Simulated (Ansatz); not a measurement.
# HfO2 (P2_1/c): the host for defect calculations

Aim: the runs on the perfect crystal HfO2 (P2_1/c) that a defect calculation needs first.

Program: Ansatz 0.2.0. Level of theory: plane-wave PAW DFT, r2SCAN; relaxation of the host's cell and atoms; PAW set soft_1, in the first sound run; inputs show where later runs differ. Results are calculated unless marked as measured.

## 1. Set-up

Symmetry: P2_1/c, No. 14, monoclinic system. Conventional cell: a = 5.094 Å, b = 5.151 Å, c = 5.276 Å, α = 90.00°, β = 99.56°, γ = 90.00°. Nearest to Hf lie 7 O at 2.03 to 2.24 Å. Nearest to O lie 4 Hf at 2.13 to 2.24 Å. Nearest to O lie 3 Hf at 2.03 to 2.13 Å. Farther neighbours and most contacts between anions are not listed.

## 2. Host cell relaxation

Cell and atoms are relaxed together, until forces and stress fall under their thresholds.

File cell/input.yaml:

```yaml
crystal:
  lattice:
    - [5.094175, 0.0, 0.0]
    - [0.0, 5.1506447, 0.0]
    - [-0.876169, 0.0, 5.2029535]
  atoms:
    - { symbol: Hf, position: [0.27613578, 0.45806468, 0.70790733] }
    - { symbol: Hf, position: [0.72386422, 0.95806468, 0.79209267] }
    - { symbol: Hf, position: [0.72386422, 0.54193532, 0.29209267] }
    - { symbol: Hf, position: [0.27613578, 0.04193532, 0.20790733] }
    - { symbol: O, position: [0.44799782, 0.74252595, 0.97857799] }
    - { symbol: O, position: [0.55200218, 0.24252595, 0.52142201] }
    - { symbol: O, position: [0.55200218, 0.25747405, 0.02142201] }
    - { symbol: O, position: [0.44799782, 0.75747405, 0.47857799] }
    - { symbol: O, position: [0.06836078, 0.33075888, 0.34625278] }
    - { symbol: O, position: [0.93163922, 0.83075888, 0.15374722] }
    - { symbol: O, position: [0.93163922, 0.66924112, 0.65374722] }
    - { symbol: O, position: [0.06836078, 0.16924112, 0.84625278] }
basis:
  ecutwfc: 500
  xc_grid: 2
hamiltonian:
  xc: r2scan
  pseudopotentials: { kind: paw, azcp: { folder: soft_1 } }
kpoints:
  mp_grid: { grid: [6, 6, 6] }
scf:
  occupations: { method: fixed }
  max_iter: 100
relax:
  f_tol: 0.005
  max_steps: 60
  cell: {}
output:
  forces: true
  stress: true
checkpoint:
  write: "../cell.run"
  compress: false
  write_wavefunctions: false
  write_every: 100000
```

On the command line:

```sh
$ ansatz run input.yaml --threads 32 --pin off --max-ram 131891MiB --backend cuda --events-out ev --progress --plain --runs-dir out
```

Numbers of over 12 decimals in the logs are rounded to 6 here.

Output:

```text
[... repeated set-up lines and file paths are left out, and long positions are rounded to six places ...]
Engine: ansatz 0.2.0, aarch64-unknown-linux-gnu
Pseudopotentials: kind: paw
Pseudopotential: Hf, paw, valence charge 26, recommended cutoff 500 eV (meta_gga), soft_1/Hf.paw.azcp
Pseudopotential: O, paw, valence charge 6, recommended cutoff 500 eV (meta_gga), soft_1/O.paw.azcp
Functional definition: r2SCAN
  parameter k0 = 0.174
  parameter k1 = 0.065
  parameter a1 = 4.9479
  exchange = r2scan_x(k0 = k0, k1 = k1, a1 = a1)
  correlation = r2scan_c
[...]
Crystal: 12 atoms, lattice volume = 136.517 Å³
Basis set: ecut = 500 eV, 3489 PW (Γ), exchange–correlation on 80×80×80 points (8 copies of the dense FFT grid, shifted against one another)
Bands: 92, of which v1, the nominal top of the filled ones, is band 76 counted from 1 (75 counted from 0)
Symmetry: 4 space group operations
Space group: P21/c (ITA 14), of the structure as read, at distance tolerance 5.1e-5 Å
k-points: 80 of 216
Non-local potential: Hf, projectors of the file, l = 0: 3, l = 1: 2, l = 2: 2, l = 3: 3
Non-local potential: O, projectors of the file, l = 0: 2, l = 1: 2, l = 2: 1
PAW form: soft (Blöchl's): semilocal exchange-correlation on the pseudo side does not see the compensation charge
PAW frozen core: Hf, regenerated for the run's functional (the file was generated under x = pbe(κ = 0.804, μ = 0.219515), c = pbe(β = 0.066725))
PAW frozen core: O, regenerated for the run's functional (the file was generated under x = pbe(κ = 0.804, μ = 0.219515), c = pbe(β = 0.066725))
PAW one-centre angular grid: Hf, 974 points (default); XC on 224 Gauss nodes
PAW one-centre angular grid: O, 302 points (default); XC on 160 Gauss nodes
Initial density: superposition of atomic densities (chi_scale 0.1, normalization cell, long waves kept (reshape's long-wave potential 0.02 eV rms))
Initial wavefunctions: pseudopotential atomic-orbital guess
[...]
Functional: x = r2scan, c = r2scan; τ floored in thin density (d = 2e-4 eV/Å³)
SCF iter   1: F=—  HF=-67509.811983 eV  |Δ(HF+E_count)|=         —  Δρ=8.95e-2  dr2=8.56e0  dr2_τ=6.82e-1  Hψ=20890
preconditioner: auto → Resta (q_TF=auto, 2.778 Å⁻¹)  ε∞=4.5  [insulator: Δε(μ)=3.808 eV  Ē_g=20.262 eV  n_scr=48 (ndim 8)  ℏωp=38.1 eV  f_vac=0.007  ε∞_Penn≈4.5]
SCF iter   2: F=—  HF=-67508.844637 eV  |Δ(HF+E_count)|=   9.67e-1  Δρ=4.52e-2  dr2=2.42e0  dr2_τ=1.63e-1  Hψ=14689
[...]
SCF iter  11: F=-67508.610041 eV  HF=-67508.610041 eV  |Δ(HF+E_count)|=   6.67e-8  Δρ=3.16e-6  dr2=9.65e-9  dr2_τ=1.59e-9  Hψ=25924
SCF 1 converged in 11 iterations: F = -67508.610041 eV  dr2 = 9.65e-9
  greatest PAW one-centre occupation: 0.999 electrons in one spin orbital (limit 2), on the Hf atom at site 1 (counted from 0), in its partial waves of l = 3
relax step   1: F+E_penalty+E_count = -67508.61004110 eV  Δ(F+E_penalty+E_count) = +0.000e0 eV  max|allowed force component| = 8.328e-2 eV/Å  Δτ_max = 0.0000 Å  P = +3.856 GPa  Ω = 136.517 Å³  (11 SCF iters, dr2 threshold 1.00e-7 eV, accepted)
[... the SCF cycles and remarks between the steps are left out from here to the last step ...]
relax step   2: F+E_penalty+E_count = -67508.63164200 eV  Δ(F+E_penalty+E_count) = -2.160e-2 eV  max|allowed force component| = 2.830e-2 eV/Å  Δτ_max = 0.0036 Å  P = -0.763 GPa  Ω = 138.987 Å³  energy of the carried Pulay correction = -1.564e-3 eV  (7 SCF iters, dr2 threshold 1.20e-6 eV, accepted)
relax step   3: F+E_penalty+E_count = -67508.63301022 eV  Δ(F+E_penalty+E_count) = -1.368e-3 eV  max|allowed force component| = 2.207e-2 eV/Å  Δτ_max = 0.0031 Å  P = -0.063 GPa  Ω = 138.565 Å³  energy of the carried Pulay correction = -1.299e-3 eV  (5 SCF iters, dr2 threshold 1.20e-6 eV, accepted)
relax step   4: F+E_penalty+E_count = -67508.63325558 eV  Δ(F+E_penalty+E_count) = -2.454e-4 eV  max|allowed force component| = 7.352e-3 eV/Å  Δτ_max = 0.0014 Å  P = +0.052 GPa  Ω = 138.513 Å³  energy of the carried Pulay correction = -1.267e-3 eV  (5 SCF iters, dr2 threshold 1.24e-7 eV, accepted)
relax step   5: F+E_penalty+E_count = -67508.63340378 eV  Δ(F+E_penalty+E_count) = -1.482e-4 eV  max|allowed force component| = 6.172e-3 eV/Å  Δτ_max = 0.0054 Å  P = +0.030 GPa  Ω = 138.496 Å³  energy of the carried Pulay correction = -1.256e-3 eV  (6 SCF iters, dr2 threshold 2.52e-8 eV, accepted)
relax step   6: F+E_penalty+E_count = -67508.63358462 eV  Δ(F+E_penalty+E_count) = -1.808e-4 eV  max|allowed force component| = 1.846e-3 eV/Å  Δτ_max = 0.0097 Å  P = -0.003 GPa  Ω = 138.457 Å³  energy of the carried Pulay correction = -1.231e-3 eV  (7 SCF iters, dr2 threshold 8.54e-9 eV, accepted)
[...]
iter 1 solved again at ethr=2.71e-8 eV; its pass at ethr=3.10e-3 eV (dr2=4.12e-5 eV) is discarded
SCF iter   1: F=—  HF=-67508.634137 eV  |Δ(HF+E_count)|=         —  Δρ=6.46e-5  dr2=3.37e-7  dr2_τ=1.10e-6  Hψ=46508
[...]
SCF iter   2: F=—  HF=-67508.634750 eV  |Δ(HF+E_count)|=   6.13e-4  Δρ=3.33e-5  dr2=9.86e-8  dr2_τ=4.67e-7  Hψ=12273
SCF iter   3: F=—  HF=-67508.634752 eV  |Δ(HF+E_count)|=   1.89e-6  Δρ=5.43e-6  dr2=7.82e-9  dr2_τ=8.91e-9  Hψ=11358
SCF iter   4: F=—  HF=-67508.634752 eV  |Δ(HF+E_count)|=   2.29e-8  Δρ=1.00e-6  dr2=9.02e-10  dr2_τ=2.58e-10  Hψ=12638
SCF iter   5: F=—  HF=-67508.634752 eV  |Δ(HF+E_count)|=  3.35e-10  Δρ=4.41e-7  dr2=1.49e-10  dr2_τ=6.62e-11  Hψ=13587
SCF iter   6: F=-67508.634752 eV  HF=-67508.634752 eV  |Δ(HF+E_count)|=  2.47e-10  Δρ=2.38e-7  dr2=6.05e-11  dr2_τ=7.27e-12  Hψ=33236
SCF 7 converged in 6 iterations: F = -67508.634752 eV  dr2 = 6.05e-11
relax step   7: F+E_penalty+E_count = -67508.63475212 eV  Δ(F+E_penalty+E_count) = -1.167e-3 eV  max|allowed force component| = 1.858e-3 eV/Å  Δτ_max = 0.0000 Å  P = -0.010 GPa  Ω = 138.457 Å³  stress off target by 2.40e-2 GPa  SCF on the basis re-selected at this cell (its energy is not comparable with the rows above)  (6 SCF iters)
basis re-selected at this cell: Δ(F+E_penalty+E_count) = -1.167e-3 eV, ΔP = -0.008 GPa vs the last step (what re-selecting the basis moved, of the pressure what is left beyond the Pulay correction that the steps carried, after the strain that the cell walked [...]
SCF converged after 6 iterations
Free energy (F): -67508.634752 eV
Harris-Foulkes:  -67508.634752 eV  (|F-HF|=1.46e-11)
Internal energy: -67508.634752 eV  (E = F + TS)
E sigma→0 (E₀):  -67508.634752 eV
Fermi energy:    12.593726 eV
--- Per-component energies (eV) ---
  E_band       = -281.798795
  E_kinetic    = 2982.557633
  E_local      = -29581.005669  (includes V_loc(G=0)·N_el)
  E_nonlocal   = 659.181996
  E_hartree    = 14063.594500
  E_xc         = -1578.985213
  E_vxc        = -1943.338305  (∫ρ·V_xc dr)
  E_paw        = -32213.066501  (= ΣΔE_a)
  E_vpaw       = -633.930830  (= ΣTr[D̂ρ^β])
  E_aug_tail   = 0.002523  (compensation charges beyond the density's cutoff)
  E_vtau       = 107.544835  (kinetic-family band-sum trace: ∫τ·v_τ [+ j·A + Jᵃ·Aᵃ] dr)
  E_ewald      = -21841.944708
  E_core_change = 1.030687  (= ΣΔE_core)
  E_smearing   = -0.000000  (= −TS)
  E_closure    = -0.000000  (closes the sum)
  Σ components = -67508.634752   (vs F -67508.634752, Δ=0.00e0)
--- Forces (eV/Å), atoms counted from 1 ---
  atom   1  Hf     0.00116126    -0.00064628     0.00007925
  atom   2  Hf    -0.00116126    -0.00064628    -0.00007925
  atom   3  Hf    -0.00116126     0.00064628    -0.00007925
  atom   4  Hf     0.00116126     0.00064628     0.00007925
  atom   5  O      0.00005396    -0.00060932    -0.00029508
  atom   6  O     -0.00005396    -0.00060932     0.00029508
  [... 6 more lines of this table ...]
  max |Σ_I F_I| component: 4.34e-19 eV/Å
--- Stress (GPa, compression-positive) ---
       -0.018105       0.000000      -0.008184
        0.000000      -0.000043       0.000000
       -0.008172       0.000000      -0.012551
  P = ⅓ Tr σ = -0.0102 GPa (-0.102 kbar)
--- Band table (eV; the first three rows and the last of 80) ---
  k-point 0: bands = ["-49.3751", "-49.3545", "-49.3513", "-49.3505", "-17.7686", "-17.7371", "-17.7138", "-17.5115", "-17.4375", [... rest cut ...]
  k-point 1: bands = ["-49.3737", "-49.3555", "-49.3513", "-49.3509", "-17.7500", "-17.7080", "-17.6994", "-17.5303", "-17.4590", [... rest cut ...]
--- Relaxed structure (6 steps of the walk, 6 accepted, 1 SCFs on fresh bases) ---
  F+E_penalty+E_count = -67508.63475212 eV   max|allowed force component| = 1.858e-3 eV/Å   (the final SCF, on the basis selected at the relaxed cell)
  cell:  # Å, volume = 138.4568 Å³
    - [5.114725, 0.0, 0.00439096]
    - [0.0, 5.181314, 0.0]
    - [-0.875219, 0.0, 5.223838]
  atoms:
    - { symbol: Hf, position: [0.276177, 0.458173, 0.708261] }
    - { symbol: Hf, position: [0.723823, 0.958173, 0.791739] }
    - { symbol: Hf, position: [0.723823, 0.541827, 0.291739] }
    - { symbol: Hf, position: [0.276177, 0.041827, 0.208261] }
    - { symbol: O, position: [0.447997, 0.742372, 0.978422] }
    - { symbol: O, position: [0.552003, 0.242372, 0.521578] }
  [... 6 more lines of this table ...]
```

Run time: 7.2 s. Hardware: 1 × NVIDIA GB200 with 32 threads of Arm Neoverse V2, shared host; peak memory 1.2 GiB.

The steps of the relaxation:

```csv
step,energy less that of the first step (eV),largest force component (eV/Å),pressure (GPa),volume (Å³)
1,0.0000,0.0833,3.86,136.52
2,-0.0216,0.0283,-0.76,138.99
3,-0.0230,0.0221,-0.06,138.56
4,-0.0232,0.0074,0.05,138.51
5,-0.0234,0.0062,0.03,138.50
6,-0.0235,0.0018,0.00,138.46
7*,-0.0247,0.0019,-0.01,138.46
```

Relaxation steps marked * repeat the geometry before them on a plane-wave basis chosen anew for their cell, so energy and pressure can jump there.

The run keeps the 4 symmetry operations that it works with, so distortions that break them were not tested.

```csv
cell as run,before,after,change
a (Å),5.094,5.115,+0.4 %
b (Å),5.151,5.181,+0.6 %
c (Å),5.276,5.297,+0.4 %
β (°),99.56,99.46,-0.1 %
volume (Å³/atom),11.38,11.54,+1.4 %
```

The atoms that moved most (Å, as changes of fractional coordinates times the final cell):

```csv
atom,dx,dy,dz,length
O9,0.010,0.014,-0.010,0.020
O10,-0.010,0.014,0.010,0.020
O12,0.010,-0.014,-0.010,0.020
O11,-0.010,-0.014,0.010,0.020
```

This step gave:

| Property | Result |
| --- | --- |
| pressure | -0.01023 GPa |

The relaxation ends with a largest force component of 0.0019 eV/Å and a pressure of -0.01 GPa.

## 3. Dielectric tensors of the host

The response to a uniform electric field gives the electronic dielectric tensor.

This step: plane-wave PAW DFPT, PBEsol; dielectric tensors, Born charges and zone-centre modes of the host; PAW set soft_1 (Ansatz 0.2.0).

File eps/input.yaml:

```yaml
crystal:
  lattice:
    - [5.1147252449, 0.0, 0.0043909604]
    - [0.0, 5.1813143374, 0.0]
    - [-0.8752188019, 0.0, 5.2238375711]
  atoms:
    - { symbol: Hf, position: [0.2761773384, 0.4581728403, 0.7082614185] }
    - { symbol: Hf, position: [0.7238226616, 0.9581728403, 0.7917385815] }
    - { symbol: Hf, position: [0.7238226616, 0.5418271597, 0.2917385815] }
    - { symbol: Hf, position: [0.2761773384, 0.0418271597, 0.2082614185] }
    - { symbol: O, position: [0.4479969725, 0.7423715742, 0.9784219222] }
    - { symbol: O, position: [0.5520030275, 0.2423715742, 0.5215780778] }
    - { symbol: O, position: [0.5520030275, 0.2576284258, 0.0215780778] }
    - { symbol: O, position: [0.4479969725, 0.7576284258, 0.4784219222] }
    - { symbol: O, position: [0.0699426689, 0.3334753591, 0.3442632163] }
    - { symbol: O, position: [0.9300573311, 0.8334753591, 0.1557367837] }
    - { symbol: O, position: [0.9300573311, 0.6665246409, 0.6557367837] }
    - { symbol: O, position: [0.0699426689, 0.1665246409, 0.8442632163] }
basis:
  ecutwfc: 420
hamiltonian:
  xc: pbesol
  pseudopotentials: { kind: paw, azcp: { folder: soft_1 }, xc_functional: pbe }
kpoints:
  mp_grid: { grid: [5, 5, 5] }
scf:
  occupations: { method: fixed }
  max_iter: 100
phonons:
  method: dfpt
  dielectric: true
  rigid_motions: translations
```

Output:

```text
[...]
Crystal: 12 atoms, lattice volume = 138.457 Å³
Basis set: ecut = 420 eV, 2703 PW (Γ), exchange–correlation on 72×72×72 points (8 copies of the dense FFT grid, shifted against one another)
Bands: 92, of which v1, the nominal top of the filled ones, is band 76 counted from 1 (75 counted from 0)
Symmetry: 4 space group operations
k-points: 63 of 125 (irreducible under 1 space group operation, time reversal used)
[...]
SCF iter   1: F=—  HF=-66907.247310 eV  |Δ(HF+E_count)|=         —  Δρ=9.31e-2  dr2=9.73e0  Hψ=16602
[...]
SCF iter   2: F=—  HF=-66905.007605 eV  |Δ(HF+E_count)|=    2.24e0  Δρ=4.13e-2  dr2=2.20e0  Hψ=11534
[...]
SCF iter  14: F=-66904.251193 eV  HF=-66904.251193 eV  |Δ(HF+E_count)|=  2.91e-11  Δρ=1.45e-7  dr2=2.06e-11  Hψ=42076
SCF 1 converged in 14 iterations: F = -66904.251193 eV  dr2 = 2.06e-11
[...]
the response reads at least the filled bands of the reference SCF and the lowest empty band at each k-point, and that SCF's band table does not vouch for those bands. The notice of the band table in this run's record says why
[...]
NSCF: frozen V_eff on 1 k-points
[...]
concurrent solve slots: 20 of 32 are kept, ahead of what memory takes: no pass of the eigensolver takes more rounds on 20
[...]
DFPT response loops at q = (0, 0, 0) (fractional): preconditioner auto → Resta (q_TF=auto, 2.771 Å⁻¹)  ε∞=3.9 (no band partly filled); β = 1.00, the filter's whole step (`scf.mixing.beta` (0.50) is not read by the response loops at its default; [...]
[...]
DFPT response loops at Γ: preconditioner auto → Resta (q_TF=auto, 2.771 Å⁻¹)  ε∞=3.9 (no band partly filled); β = 1.00, the filter's whole step (`scf.mixing.beta` (0.50) is not read by the response loops at its default; [...]
[...]
SCF 1 converged in 5 iterations: F = -66903.964366 eV  dr2 = 8.75e-8
[...]
SCF converged after 14 iterations
[...]
241.54      1             0.7977
        247.25      1             0.0000
        247.29      1            18.1994
        303.83      1            65.5842
        313.95      1             0.0000
        321.50      1            26.9193
        322.73      1             0.0000
        331.45      1            32.6768
        367.87      1             0.0000
        377.18      1            40.1051
        381.26      1             0.0000
        395.31      1            31.4854
        476.12      1             0.0000
        485.94      1            13.4648
        494.03      1            20.3908
        496.58      1             0.0000
        529.34      1             0.0000
        551.73      1             0.0000
        584.09      1            13.1376
        610.53      1             0.0000
        633.71      1             0.0428
        645.60      1             0.0000
        711.45      1            15.2501
        750.17      1             0.0000
  optical modes at Γ + LO–TO along q̂ = [1.0000, 0.0000, 0.0000]:
      ω (cm⁻¹)  modes    IR ((D/Å)²/amu)
        113.00      1             0.0000
        124.94      1             0.0000
        126.26      1             0.0725
        126.81      1             0.0000
        142.63      1             0.0000
        160.35      1             0.0000
        176.68      1             1.1864
        235.06      1             0.0000
        238.35      1             2.8120
        242.34      1             3.0668
        247.25      1             0.0000
        247.29      1            18.1994
        313.95      1             0.0000
        321.49      1            26.2678
        322.73      1             0.0000
        331.45      1            32.6768
[...]
optical modes at Γ + LO–TO along q̂ = [0.0000, 1.0000, 0.0000]:
      ω (cm⁻¹)  modes    IR ((D/Å)²/amu)
[...]
optical modes at Γ + LO–TO along q̂ = [0.0000, 0.0000, 1.0000]:
      ω (cm⁻¹)  modes    IR ((D/Å)²/amu)
[...]
485.94      1            13.4648
        487.28      1            19.8982
        496.58      1             0.0000
        529.34      1             0.0000
        551.73      1             0.0000
        584.09      1            13.1376
        610.53      1             0.0000
        626.61      1            77.2964
        633.71      1             0.0428
        645.60      1             0.0000
        713.69      1            17.6748
        750.17      1             0.0000
```

Run time: 19 s. Hardware: 1 × NVIDIA GB200 with 32 threads; peak memory 4.5 GiB.

Reading the cycles: dr2 is the Hartree energy of the density residual (eV), the measure of convergence; HF is the Harris–Foulkes estimate of the energy, which meets the free energy F at convergence.

Electronic dielectric tensor:

```
5.04 0.00 0.14
0.00 5.06 0.00
0.14 0.00 4.74
```

Static dielectric tensor:

```
21.35  0.00  1.58
 0.00 19.46  0.00
 1.58  0.00 15.71
```

The principal values of the electronic dielectric tensor are 4.68, 5.06 and 5.09. The principal values of the static dielectric tensor are 15.30, 19.46 and 21.76.

(Part 1 of 2 ends here.)

[Logs are printed without paths, hosts, clocks, repeated set-up lines and the standing remarks that a program may print on its own settings, such as how far it seeks lower states.]

[Hosts, paths, dates, database ids (printed as entryN), source tags and the programs' standing remarks are cut or masked in the printed files.]

[Runs of the host that timed out are not shown.]

[For some hosts the program warned that the k-mesh of the response run may be too coarse for force constants and the static dielectric constant; such warnings are not always shown.]
